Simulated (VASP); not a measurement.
# InSe, self-consistent run: which settings are enough?

InSe, sheet, 4 atoms in the cell. RevPBE; PAW potentials Se, In_d (PBE set). VASP 6.6.1.

Wanted: levels at the zone centre within 0.05 eV.

What the run is for: levels; Accuracy asked: screening.

Levels at the zone centre: counted from the valence top at that point.

POSCAR:
```
InSe
1.0
    4.0000000001      0.0000000000      0.0000000000
    2.0000000000      3.4641016152      0.0000000000
    0.0000000000      0.0000000000     21.3577120000
Se In
2 2
Direct
    0.0000000000      0.0000000000      0.6254280421
    0.0000000000      0.0000000000      0.3745719579
    0.6666666667      0.6666666667      0.4340455569
    0.6666666667      0.6666666667      0.5661125124
```

The series start from Plane-wave cutoff (eV): 310; k-point mesh: 7 × 7 × 1; Precision mode (PREC): Accurate; Electronic threshold (eV): 1e-6; Bands in all (NBANDS): 31; Aspherical gradient terms in the spheres (LASPH): yes; Electronic algorithm: ALGO=Normal; Delay and inner steps: defaults; Placing of the Fermi level (EFERMI): EFERMI=MIDGAP; Density mixing: defaults. Each series keeps the choices made before it, and each single choice may use up half of a tolerance.

## Plane-wave cutoff (eV)

| Plane-wave cutoff (eV) | Levels at the zone centre, largest deviation (eV) | SCF iterations | Time (s) |
|---|---|---|---|
| 240 | 0.003 | 22 | 20 |
| 280 | 0.002 | 22 | 25 |
| 310 | 0.002 | 22 | 30 |
| 360 | 0.001 | 22 | 42 |
| 430 | 0.000 | 22 | 45 |
| 540 (reference) | 0.000 | 22 | 85 |

Chosen: 240, the loosest value from which every tighter one stays within half of the tolerance.

## k-point mesh

| k-point mesh | Levels at the zone centre, largest deviation (eV) | SCF iterations | Time (s) |
|---|---|---|---|
| 2 × 2 × 1 | 0.096 | 23 | 11 |
| 3 × 3 × 1 | 0.027 | 22 | 11 |
| 4 × 4 × 1 | 0.009 | 22 | 13 |
| 5 × 5 × 1 | 0.004 | 22 | 16 |
| 7 × 7 × 1 | 0.001 | 22 | 20 |
| 8 × 8 × 1 | 0.000 | 22 | 27 |
| 10 × 10 × 1 | 0.000 | 22 | 34 |
| 13 × 13 × 1 (reference) | 0.000 | 22 | 44 |

Chosen: 4 × 4 × 1.

## Precision mode (PREC)

| Precision mode (PREC) | Levels at the zone centre, largest deviation (eV) | SCF iterations | Time (s) |
|---|---|---|---|
| SingleN | 0.005 | 22 | 11 |
| Normal | 0.000 | 22 | 15 |
| Single | 0.002 | 22 | 12 |
| Accurate (reference) | 0.000 | 22 | 13 |

Chosen: SingleN.

## Electronic threshold (eV)

| Electronic threshold (eV) | Levels at the zone centre, largest deviation (eV) | SCF iterations | Time (s) |
|---|---|---|---|
| 0.001 | 0.004 | 10 | 5.7 |
| 0.0001 | 0.001 | 12 | 5.7 |
| 1e-5 | 0.000 | 18 | 8.1 |
| 1e-6 | 0.000 | 22 | 11 |
| 1e-7 | 0.000 | 22 | 11 |
| 1e-8 (reference) | 0.000 | 23 | 9.0 |

Chosen: 0.001.

## Bands in all (NBANDS)

| Bands in all (NBANDS) | Levels at the zone centre, largest deviation (eV) | SCF iterations | Time (s) |
|---|---|---|---|
| 20 | 0.001 | 10 | 3.5 |
| 21 | 0.001 | 10 | 3.6 |
| 23 | 0.001 | 10 | 3.6 |
| 25 | 0.001 | 10 | 3.7 |
| 31 | 0.001 | 10 | 5.7 |
| 43 (reference) | 0.000 | 10 | 5.0 |

Chosen: 20.

## Aspherical gradient terms in the spheres (LASPH)

| Aspherical gradient terms in the spheres (LASPH) | Levels at the zone centre, largest deviation (eV) | SCF iterations | Time (s) |
|---|---|---|---|
| yes | 0.000 | 10 | 3.5 |
| no | 0.003 | 10 | 2.1 |

Chosen: yes; no would be accurate enough too and is faster here.

## Electronic algorithm

| Electronic algorithm | Levels at the zone centre, largest deviation (eV) | SCF iterations | Time (s) |
|---|---|---|---|
| ALGO=Normal | 0.000 | 10 | 3.5 |
| ALGO=Fast | 0.003 | 11 | 4.0 |
| ALGO=VeryFast | 3.638 | 18 | 4.4 |
| ALGO=All ISEARCH=1 | 0.006 | 12 | 6.0 |
| ALGO=All ISEARCH=0 | 0.006 | 12 | 6.2 |
| ALGO=Damped TIME=0.4 | 0.080 | 20 | 6.6 |
| ALGO=Damped TIME=0.1 | 0.085 | 31 | 9.5 |
| ALGO=Old Fast | 0.009 | 9 | 3.8 |

Chosen: ALGO=Normal; no other choice that stays within half of the tolerance saves 30 % of the time.

## Delay and inner steps

| Delay and inner steps | Levels at the zone centre, largest deviation (eV) | SCF iterations | Time (s) |
|---|---|---|---|
| defaults | 0.000 | 10 | 3.5 |
| NELMDL=-2 | 0.003 | 9 | 4.2 |
| NELMDL=-8 | 0.000 | 13 | 4.1 |
| NELMDL=-12 | 0.000 | 17 | 4.0 |
| NRMM=2 | 0.058 | 11 | 3.6 |
| NRMM=6 | 0.000 | 10 | 3.7 |
| WEIMIN=0.001 | 0.000 | 10 | 3.3 |

Chosen: defaults.

## Placing of the Fermi level (EFERMI)

| Placing of the Fermi level (EFERMI) | Levels at the zone centre, largest deviation (eV) | SCF iterations | Time (s) |
|---|---|---|---|
| EFERMI=MIDGAP | 0.000 | 10 | 3.5 |
| EFERMI=LEGACY | 0.000 | 10 | 4.4 |

Chosen: EFERMI=MIDGAP.

## Density mixing

| Density mixing | Levels at the zone centre, largest deviation (eV) | SCF iterations | Time (s) |
|---|---|---|---|
| defaults | 0.000 | 10 | 3.5 |
| AMIN=0.01 | 0.002 | 10 | 3.8 |
| AMIX=0.2 AMIN=0.01 | 0.008 | 10 | 4.0 |
| BMIX=3.0 AMIN=0.01 | 0.008 | 13 | 5.0 |
| AMIX=0.1 BMIX=0.0001 | 0.004 | 13 | 5.1 |
| AMIX=0.4 AMIN=0.6 IMIX=2 | 0.010 | 18 | 6.9 |
| AMIX=0.6 | 0.003 | 10 | 3.4 |
| AMIX=0.4 IMIX=1 | 0.003 | 11 | 4.3 |

Chosen: defaults.

## All choices together

| Input | Levels at the zone centre, largest deviation (eV) | Time (s) |
|---|---|---|
| the program's defaults (naive) | 0.010 | 2.7 |
| chosen settings | 0.013 | 3.5 |
| reference settings throughout | 0.000 | 276 |

The tolerance is met.

Values of the reference run: Levels at the zone centre: -0.3819, 0, 1.766 eV from the valence top at Gamma.

## The input

INCAR:
```
GGA = RE ; LDIPOL = T
IDIPOL = 3 ; DIPOL = 0.5 0.5 0.500
ISMEAR = 0 ; SIGMA = 0.03
LWAVE = F ; LCHARG = F
ISIF = 0 ; PREC = SingleN
LASPH = T ; LREAL = F
ALGO = Normal ; EDIFF = 0.001
NELM = 120 ; GGA_COMPAT = F
ENCUT = 240 ; EFERMI = MIDGAP
NBANDS = 20
```

KPOINTS:
```
Automatic mesh
0
Gamma
  4 4 1
  0 0 0
```

Commands:
```
cat potpaw_PBE.64/Se/POTCAR potpaw_PBE.64/In_d/POTCAR > POTCAR
mpirun -np 1 vasp_std > vasp.out
```

The naive input happens to agree within the tolerance here, in 2.7 s.

The chosen input took VASP 6.6.1 3.5 s on 1 core (Intel Xeon 6975P-C (Granite Rapids)), a shared host.

## An input that fails: mixing far too strong

VASP's message: ERROR FEXCP: supplied Exchange-correletion table is too small, maximal index : 5733.

Changes against the starting input:
```
- NELM = 120
+ NELM = 62
+ IMIX = 1
+ AMIX = 2.5
+ BMIX = 0.0001
```
